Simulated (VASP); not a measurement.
# InAs (F-43m) in VASP: further runs

Aim: see how the results for InAs move with the level of theory and the settings. Levels: PBEsol, HSE06. Tasks: single point.

Everything below comes from runs of VASP 6.6.1. Logs are shortened: lines on timing, memory, paths and dates and some standing lists are left out, and cuts for length are marked.

**The experiment to reproduce.**

A printed reference work, data compilation reports, for a bulk crystal of InAs at 4.2 K: band gap 0.418 eV (direct).

The runs below are set against these values where they give the same quantity.

## 1. The cell of the first run

The structure is cubic, space group F-43m (No. 216). Conventional cell: a = 6.036 Å, b = 6.036 Å, c = 6.036 Å, α = 90.00°, β = 90.00°, γ = 90.00°. In (site symmetry -43m) has 4 As at 2.61 Å within 3.4 Å. Within 3.4 Å of As (site symmetry -43m) lie 4 In at 2.61 Å.

## 2. Single point, PBEsol

INCAR

```
SYSTEM = InAs
PREC     = Accurate       ! precision mode
ENCUT    = 520            ! plane-wave cutoff, eV
EDIFF    = 1E-6           ! SCF threshold, eV
ISMEAR   = 0              ! smearing method
SIGMA    = 0.1            ! smearing width, eV
LREAL    = .False.        ! projectors in reciprocal space
LASPH    = .True.         ! aspherical terms in the spheres
NELM     = 60             ! most SCF steps
ALGO     = Normal         ! electronic algorithm
ISIF     = 2              ! what is computed and relaxed
LWAVE    = .False.        ! write WAVECAR
LCHARG   = .False.        ! write CHGCAR
GGA      = PS             ! functional
NBANDS   = 16             ! bands
```

KPOINTS

```
Automatic mesh
0
Gamma
  6 6 6
  0 0 0
```

POSCAR

```
InAs
1.0
    0.0000000000      3.0180000000      3.0180000000
    3.0180000000      0.0000000000      3.0180000000
    3.0180000000      3.0180000000      0.0000000000
In As
1 1
Direct
    0.0000000000      0.0000000000      0.0000000000
    0.2500000000      0.2500000000      0.2500000000
```

Potentials or basis: VASP PAW PBE potentials, release 64 (In_d, As).

The run is started by

```sh
cat potpaw_PBE.64/In_d/POTCAR potpaw_PBE.64/As/POTCAR > POTCAR
mpirun -np 1 vasp_std > vasp.out
```

OUTCAR:

```text
SYSTEM = InAs
   PREC = Accurate
   ENCUT = 520
   EDIFF = 1E-6
   ISMEAR = 0
   LREAL = .False.
   LASPH = .True.
   NELM = 60
   ISIF = 2
   GGA = PS

 ion  position               nearest neighbor table
   1  0.000  0.000  0.000-   2 2.61   2 2.61   2 2.61   2 2.61
   2  0.250  0.250  0.250-   1 2.61   1 2.61   1 2.61   1 2.61

  LATTYP: Found a face centered cubic cell.
 ALAT       =     6.0360000000

  Lattice vectors:

 A1 = (   0.0000000000,   3.0180000000,   3.0180000000)
 A2 = (   3.0180000000,   0.0000000000,   3.0180000000)
 A3 = (   3.0180000000,   3.0180000000,   0.0000000000)

Analysis of symmetry for initial positions (statically):
=====================================================================
 Subroutine PRICEL returns:
 Original cell was already a primitive cell.

 Routine SETGRP: Setting up the symmetry group for a
 face centered cubic supercell.

 Subroutine GETGRP returns: Found 24 space group operations
 (whereof 24 operations were pure point group operations)
 out of a pool of 48 trial point group operations.

The static configuration has the point symmetry T_d .

Analysis of symmetry for dynamics (positions and initial velocities):
=====================================================================
 Subroutine PRICEL returns:
 Original cell was already a primitive cell.

 Routine SETGRP: Setting up the symmetry group for a
 face centered cubic supercell.

 Subroutine GETGRP returns: Found 24 space group operations
 (whereof 24 operations were pure point group operations)
 out of a pool of 48 trial point group operations.

The dynamic configuration has the point symmetry T_d .

 Subroutine INISYM returns: Found 24 space group operations
 (whereof 24 operations are pure point group operations),
 and found     1 'primitive' translations

----------------------------------------------------------------------------------------

                                     Primitive cell

  volume of cell :      54.9778

  direct lattice vectors                    reciprocal lattice vectors
     0.000000000  3.018000000  3.018000000    -0.165672631  0.165672631  0.165672631
     3.018000000  0.000000000  3.018000000     0.165672631 -0.165672631  0.165672631
     3.018000000  3.018000000  0.000000000     0.165672631  0.165672631 -0.165672631

  length of vectors
     4.268096531  4.268096531  4.268096531     0.286953414  0.286953414  0.286953414

  position of ions in fractional coordinates (direct lattice)
     0.000000000  0.000000000  0.000000000
     0.250000000  0.250000000  0.250000000

  ion indices of the primitive-cell ions
   primitive index   ion index
                 1           1
                 2           2

----------------------------------------------------------------------------------------

 KPOINTS: Automatic mesh

Automatic generation of k-mesh.
 Grid dimensions read from file:
 generate k-points for:    6    6    6

 Generating k-lattice:

  Cartesian coordinates                     Fractional coordinates (reciprocal lattice)
    -0.027612105  0.027612105  0.027612105     0.166666667  0.000000000  0.000000000
     0.027612105 -0.027612105  0.027612105     0.000000000  0.166666667  0.000000000
     0.027612105  0.027612105 -0.027612105     0.000000000  0.000000000  0.166666667

  Length of vectors
     0.047825569  0.047825569  0.047825569

  Shift w.r.t. Gamma in fractional coordinates (k-lattice)
     0.000000000  0.000000000  0.000000000

 Subroutine IBZKPT returns following result:
 ===========================================

 Found     16 irreducible k-points:

 Following reciprocal coordinates:
            Coordinates               Weight
  0.000000  0.000000  0.000000      1.000000
  0.166667  0.000000  0.000000      8.000000
  0.333333  0.000000  0.000000      8.000000
  0.500000  0.000000  0.000000      4.000000
  0.166667  0.166667  0.000000      6.000000
  0.333333  0.166667  0.000000     24.000000
[... 8 lines left out ...]
 -0.333333  0.333333  0.166667     24.000000
 -0.333333  0.500000  0.166667     12.000000
   k-points           NKPTS =     16   k-points in BZ     NKDIM =     16   number of bands    NBANDS=     16
   number of dos      NEDOS =    301   number of ions     NIONS =      2
   total plane-waves  NPLWV =  32768
   dimension x,y,z NGX =    32 NGY =   32 NGZ =   32
   dimension x,y,z NGXF=    64 NGYF=   64 NGZF=   64
   ions per type =               1   1
   NGX,Y,Z   is equivalent  to a cutoff of  12.46, 12.46, 12.46 a.u.
   NGXF,Y,Z  is equivalent  to a cutoff of  24.93, 24.93, 24.93 a.u.
 SYSTEM =  InAs
   PREC   = accura    normal or accurate (medium, high low for compatibility)
   ISTART =      0    job   : 0-new  1-cont  2-samecut
   ICHARG =      2    charge: 1-file 2-atom 10-const
   ISPIN  =      1    spin polarized calculation?
   LNONCOLLINEAR =      F non collinear calculations
   LSORBIT =      F    spin-orbit coupling
   LASPH  =      T    aspherical Exc in radial PAW
   ENCUT  =  520.0 eV  38.22 Ry    6.18 a.u.   7.94  7.94  7.94*2*pi/ulx,y,z
   NELM   =     60;   NELMIN=  2; NELMDL= -5     # of ELM steps
   EDIFF  = 0.1E-05   stopping-criterion for ELM
   LREAL  =      F    real-space projection
   EDIFFG = 0.1E-04   stopping-criterion for IOM
   NSW    =      0    number of steps for IOM
   IBRION =     -1    ionic relax: 0-MD 1-quasi-New 2-CG
   NFREE  =      0    steps in history (QN), initial steepest desc. (CG)
   ISIF   =      2    stress and relaxation
   ISYM   =      2    0-nonsym 1-usesym 2-fastsym
   POTIM  = 0.5000    time-step for ionic-motion
   TEBEG  =    0.0;   TEEND  =   0.0 temperature during run
   PSTRESS=    0.0 pullay stress
   NELECT =      18.0000    total number of electrons
   NUPDOWN=      -1.0000    fix difference up-down
   EMIN   =  10.00;   EMAX   =-10.00  energy-range for DOS
   EFERMI =   0.00;   METHOD = LEGACY
   ISMEAR =     0;   SIGMA  =   0.10  broadening in eV -4-tet -1-fermi 0-gaus
   EFERMI_NEDOS =   21; number of points for ismear=-14 and -15
   IALGO  =     38    algorithm
   IMIX   =      4    mixing-type and parameters
     AMIX     =   0.40;   BMIX     =  1.00
     AMIX_MAG =   1.60;   BMIX_MAG =  1.00
  volume/ion in A,a.u.               =      27.49       185.50
  Fermi-wavevector in a.u.,A,eV,Ry     =   1.128331  2.132236 17.321990  1.273130
  Thomas-Fermi vector in A             =   2.265020
   LORBIT       =      0    0 simple, 1 ext, 2 COOP (PROOUT), +10 PAW based schemes
   GGA     = PS    functional components
   LHFCALC =     F    Hartree Fock is set to
   AEXX    =    0.0000 exact exchange contribution
   IVDW    =     0    specifies the selected vdW correction
   LEPSILON=     F    determine dielectric tensor
   LRPA    =     F    only Hartree local field effects (RPA)
 non-spin polarized calculation
 Gauss-broadening in eV      SIGMA  =   0.10
  energy-cutoff  :      520.00
  volume of cell :       54.98
 maximum number of plane-waves:      1492
   NGX = 15   NGY = 15   NGZ = 15

 number of electron      17.9999991 magnetization

 Free energy of the ion-electron system (eV)
  ---------------------------------------------------
  ext. energy  EPLUGINS =         0.00000000
  ---------------------------------------------------
  free energy    TOTEN  =        -8.46334283 eV

  energy without entropy =       -8.46262858  energy(sigma->0) =       -8.46298570

 E-fermi :   4.4665     XC(G=0):  -9.3053

 val. band max:        4.4360039869   @ k =   0.0000   0.0000   0.0000
 cond. band min:       5.3177574874   @ k =   0.5000   0.0000   0.0000
 fundamental gap:      0.8817535005
 Fermi energy:         4.4664627585

 k-point     1 :       0.0000    0.0000    0.0000
  band No.  band energies     occupation
      1      -9.9160      2.00000
      2      -9.9160      2.00000
      3      -9.9160      2.00000
      4      -9.7861      2.00000
      5      -9.7861      2.00000
      6      -7.4904      2.00000
[... 8 lines left out ...]
     15      14.1119      0.00000
     16      14.1119      0.00000

 k-point     2 :       0.1667    0.0000    0.0000
  band No.  band energies     occupation
      1      -9.9520      2.00000
      2      -9.9059      2.00000
      3      -9.9059      2.00000
      4      -9.7861      2.00000
      5      -9.7861      2.00000
      6      -7.2023      2.00000
[... 8 lines left out ...]
     15      12.9758      0.00000
     16      12.9758      0.00000

 k-point     3 :       0.3333    0.0000    0.0000
  band No.  band energies     occupation
      1     -10.0168      2.00000
      2      -9.8893      2.00000
      3      -9.8893      2.00000
      4      -9.7822      2.00000
      5      -9.7822      2.00000
      6      -6.4848      2.00000
[... 8 lines left out ...]
     15      13.4629      0.00000
     16      13.4629      0.00000

 k-point     4 :       0.5000    0.0000    0.0000
  band No.  band energies     occupation
      1     -10.0465      2.00000
      2      -9.8834      2.00000
      3      -9.8834      2.00000
      4      -9.7777      2.00000
      5      -9.7777      2.00000
      6      -5.9858      2.00000
[... 8 lines left out ...]
     15      15.1497      0.00000
     16      15.1497      0.00000
[... 172 lines left out ...]
 k-point    14 :       0.5000    0.3333    0.1667
  band No.  band energies     occupation
      1     -10.0596      2.00000
      2      -9.8703      2.00000
      3      -9.8575      2.00000
      4      -9.8020      2.00000
      5      -9.7743      2.00000
      6      -5.9411      2.00000
[... 8 lines left out ...]
     15      14.9990      0.00000
     16      16.3679      0.00000

 k-point    15 :      -0.3333    0.3333    0.1667
  band No.  band energies     occupation
      1     -10.0725      2.00000
      2      -9.8698      2.00000
      3      -9.8489      2.00000
      4      -9.7977      2.00000
      5      -9.7783      2.00000
      6      -5.5568      2.00000
[... 8 lines left out ...]
     15      15.2159      0.00000
     16      16.2076      0.00000

 k-point    16 :      -0.3333    0.5000    0.1667
  band No.  band energies     occupation
      1     -10.0892      2.00000
      2      -9.8558      2.00000
      3      -9.8382      2.00000
      4      -9.8091      2.00000
      5      -9.7722      2.00000
      6      -5.3921      2.00000
[... 8 lines left out ...]
     15      16.0664      0.00000
     16      16.2174      0.00000

------------------------ aborting loop because EDIFF is reached ----------------------------------------

  FORCE on cell =-STRESS in cart. coord.  units (eV):
  Direction    XX          YY          ZZ          XY          YZ          ZX
  --------------------------------------------------------------------------------------
  -------------------------------------------------------------------------------------
  Total        0.5730746      0.5730746      0.5730746      0.0000000     -0.0000000     -0.0000000
  in kB       16.7006770     16.7006770     16.7006770      0.0000000     -0.0000000     -0.0000000
  external PRESSURE =      16.7006770 kB  Pullay stress =       0.0000000 kB

 VOLUME and BASIS-vectors are now :
 -----------------------------------------------------------------------------
  energy-cutoff  :      520.00
  volume of cell :       54.98
      direct lattice vectors                 reciprocal lattice vectors
     0.000000000  3.018000000  3.018000000    -0.165672631  0.165672631  0.165672631
     3.018000000  0.000000000  3.018000000     0.165672631 -0.165672631  0.165672631
     3.018000000  3.018000000  0.000000000     0.165672631  0.165672631 -0.165672631

 POSITION                                       TOTAL-FORCE (eV/Angst)
 -----------------------------------------------------------------------------------
      0.00000      0.00000      0.00000        -0.000000     -0.000000     -0.000000
      1.50900      1.50900      1.50900         0.000000      0.000000      0.000000
 -----------------------------------------------------------------------------------
    total drift:                               -0.000000     -0.000000     -0.000000

  FREE ENERGIE OF THE ION-ELECTRON SYSTEM (eV)
  ---------------------------------------------------
  free  energy   TOTEN  =        -8.4633428294 eV

  energy  without entropy=       -8.4626285783  energy(sigma->0) =       -8.46298570
```

It took 18 s on 1 thread of AMD EPYC 7R43 (Zen 3), shared host; peak memory 0.14 GiB.

What came out:

```yaml
Free_energy: -8.4633 eV
Pressure: 1.7 GPa
Band_gap_on_the_k_mesh: zero (filled and empty bands touch)
```

Caveat: the PAW data sets were made with another functional, which shifts forces and pressure a little; spin-orbit coupling is left out, which moves the levels of the heavy elements.

## 3. Single point, PBEsol

This run uses another cell than the first one, of 28.20 Å³/atom, 1.026 times its volume.

INCAR

```
ALGO = Normal ; EDIFF = 1E-7
ENCUT = 520 ; GGA = PS
ISIF = 2 ; ISMEAR = 0
LASPH = True ; LCHARG = False
LREAL = False ; LWAVE = False
NBANDS = 16 ; NELM = 100
PREC = Accurate ; SIGMA = 0.1
```

KPOINTS

```
k-points
0
Gamma
  4 4 4
```

POSCAR

```
InAs
1.0
    0.0000000000      3.0438898540      3.0438898540
    3.0438898540      0.0000000000      3.0438898540
    3.0438898540      3.0438898540      0.0000000000
In As
1 1
Direct
    0.0000000000      0.0000000000      0.0000000000
    0.2500000000      0.2500000000      0.2500000000
```

Potentials or basis: VASP PAW PBE potentials, release 64 (In_d, As).

The run is started by

```sh
cat potpaw_PBE.64/In_d/POTCAR potpaw_PBE.64/As/POTCAR > POTCAR
mpirun -np 1 vasp_std > vasp.out
```

Run time: 11 s. Hardware: 1 thread of Intel Xeon Platinum 8259CL at 2.50GHz (Skylake/Cascade Lake), shared host; peak memory 0.17 GiB.

The run converged. Its results:

```yaml
Free_energy: -8.3527 eV
Pressure: 0.6 GPa
Band_gap_on_the_k_mesh: zero (filled and empty bands touch)
```

Levels at points of the mesh, in eV from the Fermi level:
```
           k point  band 6  band 7  band 8  band 9  band 10  band 11  band 12  band 13
(0.00, 0.00, 0.00)  -11.79   -0.43   -0.03   -0.03    -0.03     3.78     3.78     3.78
(0.50, 0.00, 0.00)  -10.36   -5.76   -1.00   -1.00     0.78     4.55     4.55     6.64
(0.50, 0.50, 0.00)   -9.84   -5.85   -2.32   -2.32     1.41     1.93     8.92     9.03
```

Caveat: the k points lie up to 0.45 Å⁻¹ apart; the PAW data sets were made with another functional, which shifts forces and pressure a little; spin-orbit coupling is left out, which moves the levels of the heavy elements.

## 4. Single point, PBEsol

This run uses another cell than the first one, of 28.20 Å³/atom, 1.026 times its volume.

INCAR

```
PREC = Accurate
ENCUT = 520
EDIFF = 1E-7
ISMEAR = 0
SIGMA = 0.1
LREAL = False
LASPH = True
NELM = 100
ALGO = Normal
ISIF = 2
LWAVE = False
LCHARG = False
GGA = PS
NBANDS = 16
```

KPOINTS

```
Automatic mesh
0
Gamma
  12 12 12
```

POSCAR is that of step 3.

The run is started by

```sh
cat potpaw_PBE.64/In_d/POTCAR potpaw_PBE.64/As/POTCAR > POTCAR
mpirun -np 1 vasp_std > vasp.out
```

Wall time 50 s (1 thread of Intel Xeon Platinum 8259CL at 2.50GHz (Skylake/Cascade Lake), shared host); peak memory 0.21 GiB.

Results (log left out):

```yaml
Free_energy: -8.4907 eV
Pressure: 0.1 GPa
Band_gap_on_the_k_mesh: zero (filled and empty bands touch)
```

Levels at points of the mesh, in eV from the Fermi level:
| k point | band 6 | band 7 | band 8 | band 9 | band 10 | band 11 | band 12 | band 13 |
| --- | --- | --- | --- | --- | --- | --- | --- | --- |
| (0.00, 0.00, 0.00) | -11.82 | -0.44 | -0.06 | -0.06 | -0.06 | 3.79 | 3.79 | 3.79 |
| (0.50, 0.00, 0.00) | -10.40 | -5.77 | -1.03 | -1.03 | 0.77 | 4.55 | 4.55 | 6.63 |
| (0.50, 0.50, 0.00) | -9.87 | -5.86 | -2.34 | -2.34 | 1.41 | 1.92 | 8.89 | 9.02 |

Caveat: the PAW data sets were made with another functional, which shifts forces and pressure a little; spin-orbit coupling is left out, which moves the levels of the heavy elements.

## 5. Single point, HSE06

This run uses another cell than the first one, of 28.20 Å³/atom, 1.026 times its volume.

POSCAR is that of step 4.

INCAR.step1

```
ALGO = Normal ; EDIFF = 1E-5
ENCUT = 520 ; GGA = PE
ISIF = 2 ; ISMEAR = 0
LASPH = T ; LCHARG = F
LREAL = F ; LWAVE = T
NBANDS = 16 ; NELM = 80
PREC = Accurate ; SIGMA = 0.1
```

INCAR.step2

```
ALGO = Normal ; EDIFF = 1E-7
ENCUT = 520 ; GGA = PE
HFSCREEN = 0.2079 ; ISIF = 2
ISMEAR = 0 ; ISTART = 1
LASPH = T ; LCHARG = F
LHFCALC = T ; LREAL = F
LWAVE = F ; NBANDS = 16
NELM = 80 ; PREC = Accurate
PRECFOCK = Normal ; SIGMA = 0.1
```

KPOINTS

```
k-points
0
Gamma
  4 4 4
```

The run is started by

```sh
cat potpaw_PBE.64/In_d/POTCAR potpaw_PBE.64/As/POTCAR > POTCAR
cp INCAR.step1 INCAR
mpirun -np 1 vasp_std > vasp.out
cp INCAR.step2 INCAR
mpirun -np 1 vasp_std > vasp.out
```

It took 23 min on 1 thread of Intel Xeon Platinum 8259CL at 2.50GHz (Skylake/Cascade Lake), shared host; peak memory 0.29 GiB.

It converged, with:

* Free energy: -9.1097 eV
* Pressure: 0.6 GPa
* Band gap on the k mesh: 0.46 eV, direct

Levels at points of the mesh, in eV from the valence-band top:
```
           k point  band 6  band 7  band 8  band 9  band 10  band 11  band 12  band 13
(0.00, 0.00, 0.00)  -12.87    0.00    0.00    0.00     0.46     4.66     4.66     4.66
(0.50, 0.00, 0.00)  -11.32   -6.13   -1.04   -1.04     1.63     5.44     5.44     7.69
(0.50, 0.50, 0.00)  -10.74   -6.22   -2.45   -2.45     2.16     2.73    10.19    10.34
```

Caveat: the k points lie up to 0.45 Å⁻¹ apart; the PAW data sets were made with another functional, which shifts forces and pressure a little; spin-orbit coupling is left out, which moves the levels of the heavy elements.

## 6. Overview

| level | cell | k mesh | grid for exact exchange (PRECFOCK) | screening parameter | gap on the mesh (eV) | pressure (GPa) |
| --- | --- | --- | --- | --- | --- | --- |
| PBEsol | a = 4.268 Å, angles 60.0°, 2 atoms | 6 × 6 × 6 | - | - | none | 1.7 |
| PBEsol | a = 4.305 Å, angles 60.0°, 2 atoms | 4 × 4 × 4 | - | - | none | 0.6 |
| PBEsol | a = 4.305 Å, angles 60.0°, 2 atoms | 12 × 12 × 12 | - | - | none | 0.1 |
| HSE06 | a = 4.305 Å, angles 60.0°, 2 atoms | 4 × 4 × 4 | Normal | 0.2079 1/Å | 0.46 | 0.6 |

Alike in all rows: task single point; potentials or basis VASP PAW PBE potentials, release 64 (In_d, As); no spin polarisation; cutoff (eV) 520; smearing gaussian 0.1 eV.

Caveats: some runs use coarse meshes; the PAW data sets were made with another functional, which shifts forces and pressure a little; spin-orbit coupling is left out, which moves the levels of the heavy elements.

Total energies depend on the potentials used, so only differences within one code and one set of settings carry meaning.

## 7. Comparison with measurements

Step 2. A measured gap of InAs is 0.418 eV (direct; 4.2 K; a printed reference work, data compilation); the calculated 0.00 eV misses it by -0.42 eV. Spin-orbit coupling on As, In is left out. The value is that of PBEsol on a finite k mesh, which can miss the band edges, without temperature or zero-point motion. Semilocal functionals fall short of measured gaps as a rule.

Step 4. Against the measured gap of InAs, 0.418 eV (direct; 4.2 K; a printed reference work, data compilation), the calculated 0.00 eV is off by -0.42 eV. Spin-orbit coupling on As, In is left out. The value is that of PBEsol on a finite k mesh, which can miss the band edges, without temperature or zero-point motion. Semilocal functionals fall short of measured gaps as a rule.
